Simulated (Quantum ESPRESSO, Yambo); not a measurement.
# BeTe (F-43m): a self-consistent loop beyond G0W0, cycle by cycle, part 2 of 2

Aim: iterate the self-energy on BeTe (F-43m) and follow the gap from cycle to cycle.

Quantum ESPRESSO 7.5 and Yambo 5.3.0; PBE and many-body steps on it, plane waves. Known limits of the many-body steps: not at the basis limit; no spin-orbit coupling; coarse k mesh.

So far. Step 5 (evGW0, cycle 1): Against G0W0 in Yambo (4×4×4 mesh, 117 bands, screening to 197.3 eV, Godby-Needs plasmon pole), the gap moves by +0.084 eV. Step 6 (evGW0, cycle 2): Against the cycle before, the gap moves by +0.010 eV.

### Step 7. evGW, cycle 1

This step: evGW on PBE, plane waves, norm-conserving pseudopotentials.

File gw5.in:

```
HF_and_locXC
gw0
dyson
ppa
em1d
rim_cut
RandQpts= 1000000
RandGvec= 1 RL
EXXRLvcs= 88 Ry
VXCRLvcs= 352 Ry
Chimod= "HARTREE"
% BndsRnXp
 1 | 117 |
%
NGsBlkXp= 14.5 Ry
% LongDrXp
 1 | 1 | 1 |
%
% GbndRnge
 1 | 117 |
%
DysSolver= "n"
ExtendOut
PPAPntXp= 27.21138 eV
% QPkrange
 1 | 8 | 11 | 18 |
%
GfnQPdb= "E < ./gw2/ndb.QP"
XfnQPdb= "E < ./gw2/ndb.QP"
```

Started as:

```sh
> OMP_NUM_THREADS=1 mpirun -n 4 yambo -F gw5.in -J gw5 -C gw5 > gw5.log
```

The log of the run:

```text
 Yambo, version 5.3.0

 [02] CORE Variables Setup
 =========================

  [... cell, symmetries and grids as in the set-up ...]

  [02.05] Energies & Occupations
  ==============================

  [X] === General ===
  [X] Electronic Temperature                        :  0.000000  0.000000 [eV K]
  [X] Bosonic    Temperature                        :  0.000000  0.000000 [eV K]
  [X] Finite Temperature mode                       : no
  [X] El. density                                   :  0.61673E+24 [cm-3]
[...]
Sx RL components                                 :   4285

   QP @ state[ 1 ] K range                          :   1   8
   QP @ state[ 1 ] b range                          :  11  18
   GF energies kind                                 : Perdew, Burke & Ernzerhof(X)+Perdew, Burke & Ernzerhof(C)+ E < ./gw2/ndb.QP + @E Fit
   GF WF`s kind                                     : Perdew, Burke & Ernzerhof(X)+Perdew, Burke & Ernzerhof(C)
   Xs energies kind                                 : Perdew, Burke & Ernzerhof(X)+Perdew, Burke & Ernzerhof(C)
   Xs WF`s kind                                     : Perdew, Burke & Ernzerhof(X)+Perdew, Burke & Ernzerhof(C)

 [15] Game Over & Game summary
```

It took 6.9 min on 4 MPI ranks of Arm Neoverse V2, shared host; peak memory 1.7 GiB.

Numbers from this step:

- quasiparticle gap on the mesh: 3.021 eV
- gap of the density functional on the mesh: 2.027 eV
- k of the valence top: 0, 0, 0
- k of the conduction bottom: 0, -0.5, -0.5
- least direct quasiparticle gap on the computed points: 4.951 eV

Against G0W0 in Yambo (4×4×4 mesh, 117 bands, screening to 197.3 eV, Godby-Needs plasmon pole), the gap moves by +0.214 eV.

The program's own table gives 3.145 eV, which is too large where the input levels are shifted: this version takes Σc at the unshifted level E₀, yet steps from the shifted one. The value above is the Newton step from E₀, E₀ + Z(Σc + Σx − Vxc), rebuilt from the printed columns.

### Step 8. evGW, cycle 2

gw6.in, as its differences from gw5.in of step 7:

```diff
@@ -27,3 +27,3 @@
 %
-GfnQPdb= "E < ./gw2/ndb.QP"
-XfnQPdb= "E < ./gw2/ndb.QP"
+GfnQPdb= "E < ./gw5_fix/ndb.QP"
+XfnQPdb= "E < ./gw5_fix/ndb.QP"
```

Started as:

```sh
> OMP_NUM_THREADS=1 mpirun -n 4 yambo -F gw6.in -J gw6 -C gw6 > gw6.log
```

The log of the run:

```text
 Yambo, version 5.3.0

 [02] CORE Variables Setup
 =========================

  [... cell, symmetries and grids as in the set-up ...]

  [02.05] Energies & Occupations
  ==============================

  [X] === General ===
  [X] Electronic Temperature                        :  0.000000  0.000000 [eV K]
  [X] Bosonic    Temperature                        :  0.000000  0.000000 [eV K]
  [X] Finite Temperature mode                       : no
  [X] El. density                                   :  0.61673E+24 [cm-3]
[...]
Sx RL components                                 :   4285

   QP @ state[ 1 ] K range                          :   1   8
   QP @ state[ 1 ] b range                          :  11  18
   GF energies kind                                 : Perdew, Burke & Ernzerhof(X)+Perdew, Burke & Ernzerhof(C)+ E < ./gw2/ndb.QP + @E Fit+ E < ./gw5_fix/
   GF WF`s kind                                     : Perdew, Burke & Ernzerhof(X)+Perdew, Burke & Ernzerhof(C)
   Xs energies kind                                 : Perdew, Burke & Ernzerhof(X)+Perdew, Burke & Ernzerhof(C)
   Xs WF`s kind                                     : Perdew, Burke & Ernzerhof(X)+Perdew, Burke & Ernzerhof(C)

 [15] Game Over & Game summary
```

It took 6.9 min on 4 MPI ranks; peak memory 1.7 GiB.

This step gave:

```
quasiparticle gap on the mesh                         : 3.079 eV
gap of the density functional on the mesh             : 2.027 eV
k of the valence top                                  : 0, 0, 0
k of the conduction bottom                            : 0, -0.5, -0.5
least direct quasiparticle gap on the computed points : 5.025 eV
```

Against the cycle before, the gap moves by +0.058 eV.

The program's own table gives 3.231 eV, which is too large where the input levels are shifted: this version takes Σc at the unshifted level E₀, yet steps from the shifted one. The value above is the Newton step from E₀, E₀ + Z(Σc + Σx − Vxc), rebuilt from the printed columns.

### Step 9. evGW, cycle 3

gw7.in, as its differences from gw6.in of step 8:

```diff
@@ -27,3 +27,3 @@
 %
-GfnQPdb= "E < ./gw5_fix/ndb.QP"
-XfnQPdb= "E < ./gw5_fix/ndb.QP"
+GfnQPdb= "E < ./gw6_fix/ndb.QP"
+XfnQPdb= "E < ./gw6_fix/ndb.QP"
```

Started as:

```sh
> OMP_NUM_THREADS=1 mpirun -n 4 yambo -F gw7.in -J gw7 -C gw7 > gw7.log
```

The log of the run:

```text
 Yambo, version 5.3.0

 [02] CORE Variables Setup
 =========================

  [... cell, symmetries and grids as in the set-up ...]

  [02.05] Energies & Occupations
  ==============================

  [X] === General ===
  [X] Electronic Temperature                        :  0.000000  0.000000 [eV K]
  [X] Bosonic    Temperature                        :  0.000000  0.000000 [eV K]
  [X] Finite Temperature mode                       : no
  [X] El. density                                   :  0.61673E+24 [cm-3]
[...]
Sx RL components                                 :   4285

   QP @ state[ 1 ] K range                          :   1   8
   QP @ state[ 1 ] b range                          :  11  18
   GF energies kind                                 : Perdew, Burke & Ernzerhof(X)+Perdew, Burke & Ernzerhof(C)+ E < ./gw2/ndb.QP + @E Fit+ E < ./gw5_fix/
   GF WF`s kind                                     : Perdew, Burke & Ernzerhof(X)+Perdew, Burke & Ernzerhof(C)
   Xs energies kind                                 : Perdew, Burke & Ernzerhof(X)+Perdew, Burke & Ernzerhof(C)
   Xs WF`s kind                                     : Perdew, Burke & Ernzerhof(X)+Perdew, Burke & Ernzerhof(C)

 [15] Game Over & Game summary
```

Wall time 6.9 min (4 MPI ranks); peak memory 1.7 GiB.

This step gave:

| Property | Result |
| --- | --- |
| quasiparticle gap on the mesh | 3.095 eV |
| gap of the density functional on the mesh | 2.027 eV |
| k of the valence top | 0, 0, 0 |
| k of the conduction bottom | 0, -0.5, -0.5 |
| least direct quasiparticle gap on the computed points | 5.047 eV |

Against the cycle before, the gap moves by +0.016 eV.

The program's own table gives 3.255 eV, which is too large where the input levels are shifted: this version takes Σc at the unshifted level E₀, yet steps from the shifted one. The value above is the Newton step from E₀, E₀ + Z(Σc + Σx − Vxc), rebuilt from the printed columns.

### Step 10. evGW, cycle 4

gw8.in, as its differences from gw7.in of step 9:

```diff
@@ -27,3 +27,3 @@
 %
-GfnQPdb= "E < ./gw6_fix/ndb.QP"
-XfnQPdb= "E < ./gw6_fix/ndb.QP"
+GfnQPdb= "E < ./gw7_fix/ndb.QP"
+XfnQPdb= "E < ./gw7_fix/ndb.QP"
```

Started as:

```sh
> OMP_NUM_THREADS=1 mpirun -n 4 yambo -F gw8.in -J gw8 -C gw8 > gw8.log
```

The log of the run:

```text
 Yambo, version 5.3.0

 [02] CORE Variables Setup
 =========================

  [... cell, symmetries and grids as in the set-up ...]

  [02.05] Energies & Occupations
  ==============================

  [X] === General ===
  [X] Electronic Temperature                        :  0.000000  0.000000 [eV K]
  [X] Bosonic    Temperature                        :  0.000000  0.000000 [eV K]
  [X] Finite Temperature mode                       : no
  [X] El. density                                   :  0.61673E+24 [cm-3]
[...]
Sx RL components                                 :   4285

   QP @ state[ 1 ] K range                          :   1   8
   QP @ state[ 1 ] b range                          :  11  18
   GF energies kind                                 : Perdew, Burke & Ernzerhof(X)+Perdew, Burke & Ernzerhof(C)+ E < ./gw2/ndb.QP + @E Fit+ E < ./gw5_fix/
   GF WF`s kind                                     : Perdew, Burke & Ernzerhof(X)+Perdew, Burke & Ernzerhof(C)
   Xs energies kind                                 : Perdew, Burke & Ernzerhof(X)+Perdew, Burke & Ernzerhof(C)
   Xs WF`s kind                                     : Perdew, Burke & Ernzerhof(X)+Perdew, Burke & Ernzerhof(C)

 [15] Game Over & Game summary
```

Elapsed: 7.2 min, on 4 MPI ranks; peak memory 1.7 GiB.

Numbers from this step:

```yaml
quasiparticle_gap_on_the_mesh: 3.100 eV
gap_of_the_density_functional_on_the_mesh: 2.027 eV
k_of_the_valence_top: 0, 0, 0
k_of_the_conduction_bottom: 0, -0.5, -0.5
least_direct_quasiparticle_gap_on_the_computed_points: 5.053 eV
```

Against the cycle before, the gap moves by +0.005 eV.

The program's own table gives 3.262 eV, which is too large where the input levels are shifted: this version takes Σc at the unshifted level E₀, yet steps from the shifted one. The value above is the Newton step from E₀, E₀ + Z(Σc + Σx − Vxc), rebuilt from the printed columns.

### Step 11. Side by side

Times are wall times on 4 MPI ranks of Arm Neoverse V2, shared host, good to a factor of about two.

```csv
run,mesh,bands,screening cutoff (eV),DFT gap (eV),gap on the mesh (eV),direct (eV),time
G0W0,4×4×4,117,197.3,2.027,2.806,4.682,1.8 min
"evGW0, cycle 1",4×4×4,117,197.3,2.027,2.891,4.805,6 min
"evGW0, cycle 2",4×4×4,117,197.3,2.027,2.900,4.821,6.2 min
"evGW, cycle 1",4×4×4,117,197.3,2.027,3.021,4.951,6.9 min
"evGW, cycle 2",4×4×4,117,197.3,2.027,3.079,5.025,6.9 min
"evGW, cycle 3",4×4×4,117,197.3,2.027,3.095,5.047,6.9 min
"evGW, cycle 4",4×4×4,117,197.3,2.027,3.100,5.053,7.2 min
```

### Step 12. Summary of results

```
G0W0           : 2.806 eV
evGW0, cycle 1 : 2.891 eV
evGW0, cycle 2 : 2.900 eV
evGW, cycle 1  : 3.021 eV
evGW, cycle 2  : 3.079 eV
evGW, cycle 3  : 3.095 eV
evGW, cycle 4  : 3.100 eV
known limits   : not at the basis limit; no spin-orbit coupling; coarse k mesh
```

**Reading.** evGW0 ends at 2.90 eV, +0.09 eV from G0W0, after 2 cycles that took 12 min beside the first screening; the last moved the gap by 0.010 eV. evGW ends at 3.10 eV, +0.29 eV from G0W0, after 4 cycles that took 28 min beside the first screening; the last moved the gap by 0.005 eV. Against experiment, by evGW, cycle 4: the gap of 3.10 eV lies +0.40 eV from the measured 2.7 eV (indirect, quoted 1997); the gap of 3.10 eV lies +0.30 eV from the measured 2.8 eV (indirect, quoted 1997). These are gaps on the mesh, at modest bands and cutoff. The calculation has static nuclei and no excitons; a measured gap holds zero-point and thermal motion, which mostly lowers it. With atoms this heavy the missing spin-orbit coupling can matter too. Bands and cutoff are finite, so the gap is not at the basis limit. The miss can reach some tenths of an eV and take either sign; the mesh is an error of its own. The 4×4×4 mesh is coarse for this cell, which bears on the long-range parts of exchange and screening.

[Paths, hosts, dates, memory and timing lines, banners, echoed tables and standing remarks are left out of the program output.]

[Logs are printed without paths, hosts, clocks, repeated set-up lines and the standing remarks that a program may print on its own settings, such as how far it seeks lower states.]

[Runs of the session that timed out or met a known fault of the program may be left out.]

[Hosts, paths, dates, database ids (printed as entryN), source tags and the programs' standing remarks are cut or masked in the printed files.]
